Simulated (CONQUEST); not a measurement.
# TePb (P1) in CONQUEST: convergence with scf tolerance

Aim: find how far scf tolerance must go before the results for TePb settle, at LDA. This setting moves, with any that are tied to it; all else stays.

Program: CONQUEST 1.3. These are calculated values, not measurements. Logs are shortened: lines on timing, memory, paths and dates and some standing lists are left out, and cuts for length are marked.

## (1) The cell of the first run

The typed cell holds 8 atoms: a = 4.571 Å, b = 7.915 Å, c = 7.972 Å, α = 90.00°, β = 90.00°, γ = 90.00°.

The cell comes from a database or a generator and needn't be the stable form of this composition.

The cell isn't the ideal one: atoms moved at random.

## (2) With scf tolerance 0.01

Conquest_input

```
IO.Title TePb
IO.Coordinates coords.dat
IO.FractionalAtomicCoords T
IO.Iprint 2
IO.Iprint_init 1
General.NumberOfSpecies 2
General.PseudopotentialType hamann
AtomMove.TypeOfRun static
AtomMove.FullStress T
Grid.GridCutoff 120
DM.SolutionMethod diagon
Diag.MPMesh T
Diag.GammaCentred T
Diag.MPMeshX 4
Diag.MPMeshY 3
Diag.MPMeshZ 3
Diag.kT 0.00183747
minE.SCTolerance 0.01
SC.MaxIters 100
IO.AtomChargeOutput T
%block ChemicalSpeciesLabel
1 207.200 Pb
2 127.600 Te
%endblock
```

coords.dat

```
    8.6371498920     0.0000000000     0.0000000000
    0.0000000000    14.9571226745     0.0000000000
    0.0000000000     0.0000000000    15.0644025021
8
  0.2778400000   0.2540480000   0.9862520000 1 T T T
  0.2498430000   0.2383500000   0.5013620000 1 T T T
  0.7334350000   0.7438560000   0.5101310000 1 T T T
  0.7450340000   0.7294130000   0.0120360000 1 T T T
  0.2612920000   0.9116550000   0.7709990000 2 T T T
  0.2599220000   0.5880270000   0.2422770000 2 T T T
  0.7600970000   0.4210300000   0.7687810000 2 T T T
  0.7759560000   0.0796550000   0.2524600000 2 T T T
```

Potentials or basis: PseudoDojo NC LDA, DZP, grid cutoff 120 Ha.

On the command line:

```sh
$ OMP_NUM_THREADS=1 Conquest
```

Run time: 45 s. Hardware: 1 thread of Intel Xeon Platinum 8375C at 2.90GHz (Ice Lake), shared host; peak memory 1.5 GiB.

Results:

* Free energy: -19037.0737 eV
* Band gap on the k mesh: 0.47 eV, direct
* Mulliken charges: Pb +0.63, +0.68, +0.60; Te -0.65, -0.64, -0.60, -0.69 e

## (3) With scf tolerance 0.001

Edit Conquest_input of step 2 so:

```diff
@@ -17,3 +17,3 @@
 Diag.kT 0.00183747
-minE.SCTolerance 0.01
+minE.SCTolerance 0.001
 SC.MaxIters 100
```

coords.dat is that of step 2.

Potentials or basis: PseudoDojo NC LDA, DZP, grid cutoff 120 Ha.

On the command line:

```sh
$ OMP_NUM_THREADS=1 Conquest
```

Wall time 46 s (1 thread of Intel Xeon Platinum 8375C at 2.90GHz (Ice Lake), shared host); peak memory 1.5 GiB.

Results:

```
Free energy            : -19037.0737 eV
Band gap on the k mesh : 0.47 eV, direct
Mulliken charges       : Pb +0.63, +0.68, +0.60; Te -0.65, -0.64, -0.60, -0.69 e
```

## (4) With scf tolerance 0.0001

Edit Conquest_input of step 3 so:

```diff
@@ -17,3 +17,3 @@
 Diag.kT 0.00183747
-minE.SCTolerance 0.001
+minE.SCTolerance 0.0001
 SC.MaxIters 100
```

coords.dat is that of step 3.

On the command line:

```sh
$ OMP_NUM_THREADS=1 Conquest
```

It took 62 s on 1 thread of Intel Xeon Platinum 8375C at 2.90GHz (Ice Lake), shared host; peak memory 1.5 GiB.

It converged, with:

| Property | Result |
| --- | --- |
| Free energy | -19035.9517 eV |
| Pressure | -2.8 GPa |
| Largest force | 0.713 eV/Å |
| Band gap on the k mesh | 0.23 eV, indirect (least direct gap 0.34 eV) |
| Mulliken charges | Pb +0.34, +0.33, +0.35; Te -0.32, -0.35, -0.33 e |

## (5) With scf tolerance 1e-05

Edit Conquest_input of step 4 so:

```diff
@@ -17,3 +17,3 @@
 Diag.kT 0.00183747
-minE.SCTolerance 0.0001
+minE.SCTolerance 1e-05
 SC.MaxIters 100
```

coords.dat is that of step 4.

On the command line:

```sh
$ OMP_NUM_THREADS=1 Conquest
```

It took 68 s on 1 thread of Intel Xeon Platinum 8375C at 2.90GHz (Ice Lake), shared host; peak memory 1.5 GiB.

Results (log left out):

| Property | Result |
| --- | --- |
| Free energy | -19035.9514 eV |
| Pressure | -2.7 GPa |
| Largest force | 0.638 eV/Å |
| Band gap on the k mesh | 0.23 eV, indirect (least direct gap 0.34 eV) |
| Mulliken charges | Pb +0.35, +0.33, +0.34; Te -0.33, -0.35, -0.36 e |

## (6) With scf tolerance 1e-06

Edit Conquest_input of step 5 so:

```diff
@@ -17,3 +17,3 @@
 Diag.kT 0.00183747
-minE.SCTolerance 1e-05
+minE.SCTolerance 1e-06
 SC.MaxIters 100
```

coords.dat is that of step 5.

Potentials or basis: PseudoDojo NC LDA, DZP, grid cutoff 120 Ha.

On the command line:

```sh
$ OMP_NUM_THREADS=1 Conquest
```

Wall time 83 s (1 thread of Intel Xeon Platinum 8375C at 2.90GHz (Ice Lake), shared host); peak memory 1.5 GiB.

It converged, with:

```
Free energy            : -19035.9513 eV
Pressure               : -2.7 GPa
Largest force          : 0.648 eV/Å
Band gap on the k mesh : 0.23 eV, indirect (least direct gap 0.34 eV)
Mulliken charges       : Pb +0.35, +0.33; Te -0.33, -0.35, -0.36 e
```

## (7) With scf tolerance 1e-07

Edit Conquest_input of step 6 so:

```diff
@@ -17,3 +17,3 @@
 Diag.kT 0.00183747
-minE.SCTolerance 1e-06
+minE.SCTolerance 1e-07
 SC.MaxIters 100
```

coords.dat is that of step 6.

On the command line:

```sh
$ OMP_NUM_THREADS=1 Conquest
```

It took 87 s on 1 thread of Intel Xeon Platinum 8375C at 2.90GHz (Ice Lake), shared host; peak memory 1.5 GiB.

It converged, with:

* Free energy: -19035.9513 eV
* Pressure: -2.7 GPa
* Largest force: 0.652 eV/Å
* Band gap on the k mesh: 0.23 eV, indirect (least direct gap 0.34 eV)
* Mulliken charges: Pb +0.35, +0.33, +0.34; Te -0.33, -0.35, -0.36 e

## (8) With scf tolerance 1e-08

Edit Conquest_input of step 7 so:

```diff
@@ -17,3 +17,3 @@
 Diag.kT 0.00183747
-minE.SCTolerance 1e-07
+minE.SCTolerance 1e-08
 SC.MaxIters 100
```

coords.dat is that of step 7.

On the command line:

```sh
$ OMP_NUM_THREADS=1 Conquest
```

Wall time 1.9 min (1 thread of Intel Xeon Platinum 8375C at 2.90GHz (Ice Lake), shared host); peak memory 1.5 GiB.

It converged, with:

```yaml
Free_energy: -19035.9513 eV
Pressure: -2.7 GPa
Largest_force: 0.652 eV/Å
Band_gap_on_the_k_mesh: 0.23 eV, indirect (least direct gap 0.34 eV)
Mulliken_charges: Pb +0.35, +0.33, +0.34; Te -0.33, -0.35, -0.36 e
```

## (9) With scf tolerance 1e-09

Edit Conquest_input of step 8 so:

```diff
@@ -17,3 +17,3 @@
 Diag.kT 0.00183747
-minE.SCTolerance 1e-08
+minE.SCTolerance 1e-09
 SC.MaxIters 100
```

coords.dat is that of step 8.

Potentials or basis: PseudoDojo NC LDA, DZP, grid cutoff 120 Ha.

On the command line:

```sh
$ OMP_NUM_THREADS=1 Conquest
```

What it wrote:

```text
Simulation cell dimensions:     8.6371 a0 x    14.9571 a0 x    15.0644 a0

      Atomic coordinates (a0)
         Atom         X         Y         Z  Species
            1    2.3997    3.7998   14.8573        1
            2    2.1579    3.5650    7.5527        1
            3    6.3348   11.1259    7.6848        1
            4    6.4350   10.9099    0.1813        1
            5    2.2568   13.6357   11.6146        2
            6    2.2450    8.7952    3.6498        2
            7    6.5651    6.2974   11.5812        2
            8    6.7020    1.1914    3.8032        2

         Monkhorst-Pack mesh:   4 x   3 x   3 gamma-centred
        This calculation includes non-local pseudopotentials,
         with a maximum core radius of      7.45175116

    Job title: TePb
    Job to be run: static calculation

[... 5 lines left out ...]
      Using Fermi-Dirac smearing

    Integration grid size:     48 x   80 x   80

    Integration grid spacing:  0.180 a0 x 0.187 a0 x 0.188 a0

    Number of species:  2
    --------------------------------------------------------
    |   #  mass (au)  Charge (e)  SF Rad (a0)  NSF  Label  |
    --------------------------------------------------------
    |   1    207.200      14.000        7.721   18  Pb     |
    |   2    127.600      16.000        7.156   18  Te     |
    --------------------------------------------------------
          SCF tolerance:                 0.00000000
          SCF iterations:               100

    LibXC version:  6. 2. 2
    Using the LDA functional Slater exchange
    Using the LDA functional Perdew & Wang

[... 27 lines left out ...]
          Total number of electrons        :       120.000087818259118
    PulayMixSC: Pulay iteration     2 residual:              0.30890E-03
          Harris-Foulkes Energy            :      -699.561912075536725 Ha
          GroundState Energy (E-(1/2)TS)   :      -699.561960321070842 Ha
          Free Energy (E-TS)               :      -699.562008566604959 Ha
          DFT Total Energy                 :      -699.544456241820853 Ha
          Total number of electrons        :       120.000129293606406
[... 82 lines left out ...]
          DFT Total Energy                 :      -699.558191764264166 Ha
          Total number of electrons        :       120.000183646737838
    PulayMixSC: Pulay iteration    17 residual:              0.26474E-08
          Harris-Foulkes Energy            :      -699.558191777255956 Ha
          GroundState Energy (E-(1/2)TS)   :      -699.558249177161770 Ha
          Free Energy (E-TS)               :      -699.558306577067583 Ha
          DFT Total Energy                 :      -699.558191777258344 Ha
          Total number of electrons        :       120.000183727623693
    PulayMixSC: Pulay iteration    18 residual:              0.10288E-08
          Harris-Foulkes Energy            :      -699.558191771812290 Ha
          GroundState Energy (E-(1/2)TS)   :      -699.558249171741181 Ha
          Free Energy (E-TS)               :      -699.558306571669959 Ha
          DFT Total Energy                 :      -699.558191771810243 Ha
          Total number of electrons        :       120.000183756671589
    PulayMixSC: Pulay iteration    19 residual:              0.49098E-09
    PulayMixSC: Reached SCF tolerance of  0.49098E-09 after     19 iterations
      | Number of electrons      =       120.000184
      |* band energy as 2Tr[K.H] =      -105.484287257769594 Ha
      |  screened ion-ion energy =      -525.504342045951375 Ha
      |  Ha correction           =         1.956156189910910 Ha
      |  XC correction           =       -70.525718663666808 Ha
      | GS Energy as E-(1/2)TS   =      -699.558249171741181 Ha
      | Free Energy as E-TS      =      -699.558306571669959 Ha
      |* Harris-Foulkes energy   =      -699.558191771812290 Ha
      |* DFT total energy        =      -699.558191771810243 Ha
      |  estimated accuracy      =        -0.000000000002046 Ha

    force: Forces on atoms (Ha/a0)
    force:  Atom   X              Y              Z
    force:     1  -0.0022003130  -0.0034545540   0.0076833255
    force:     2   0.0022923163  -0.0026098915  -0.0068791241
    force:     3   0.0010427648   0.0051965595  -0.0006333711
    force:     4   0.0028928419   0.0083541331  -0.0009818614
    force:     5  -0.0011772844  -0.0000278770  -0.0091660021
    force:     6  -0.0023257756  -0.0057923794   0.0110280850
    force:     7   0.0031523233  -0.0028938577  -0.0079286649
    force:     8  -0.0037011528   0.0015465827   0.0066439162

    force: Maximum force :        0.01102809(Ha/a0) on atom         6 in z direction
    force: Force Residual:        0.00887555 Ha/a0
    force: Total stress:          2.52840338    -0.24519371     0.10822854 GPa
                            -0.24519371     2.72286540     0.01191376
                             0.10822854     0.01191376     2.75526355
    force: Average pressure:     -2.66884411 GPa

    force: Finished force
    get_E_and_F: Change in energy during last step of electronic optimisation:  0.54437E-08

    BIBLIOGRAPHY: Please consider citing the following references in the conquest.bib file

    CONQUEST:         Bowler2002pt, Miyazaki2004, Nakata2020
    Basis:            Bowler2019
    DM:               Bowler:2006xr
    Pseudopotentials: Hamann2013, Bowler2019
    XC references from LibXC:
      P. A. M. Dirac.,  Math. Proc. Cambridge Philos. Soc. 26, 376 (1930)
```

It took 2.1 min on 1 thread of Intel Xeon Platinum 8375C at 2.90GHz (Ice Lake), shared host; peak memory 1.5 GiB.

What came out:

| Item | Value |
| --- | --- |
| Free energy | -19035.9513 eV |
| Pressure | -2.7 GPa |
| Largest force | 0.652 eV/Å |
| Band gap on the k mesh | 0.23 eV, indirect (least direct gap 0.34 eV) |
| Mulliken charges | Pb +0.35, +0.33, +0.34; Te -0.33, -0.35, -0.36 e |

## (10) The series at a glance

| scf tolerance | energy less the tightest run, at zero smearing (meV/atom) | gap on the mesh (eV) | SCF cycles | CPU time (s) | peak memory (GiB) |
| --- | --- | --- | --- | --- | --- |
| 0.01 | -140.47 | 0.475 | 1 | 45 | 1.5 |
| 0.001 | -140.47 | 0.475 | 1 | 45 | 1.5 |
| 0.0001 | -0.05 | 0.226 | 5 | 62 | 1.5 |
| 1e-05 | -0.01 | 0.228 | 7 | 67 | 1.5 |
| 1e-06 | 0.00 | 0.228 | 10 | 82 | 1.5 |
| 1e-07 | 0.00 | 0.228 | 12 | 86 | 1.5 |
| 1e-08 | 0.00 | 0.228 | 15 | 110 | 1.5 |
| 1e-09 | 0.00 | 0.228 | 19 | 120 | 1.5 |

Against the tightest run, the energy stays within 1 meV/atom from 0.0001 on; the gap on the mesh stays within 0.01 eV from 0.0001 on. The tightest run that finished is the yardstick and may itself not be fully converged.

Caveats: spin-orbit coupling is left out, which as a rule narrows the gap of such compounds by several tenths of an eV; an odd mesh through Γ misses points on the zone boundary, where band edges often lie; the basis of atomic orbitals isn't converged, which shifts pressures, moduli and gaps.
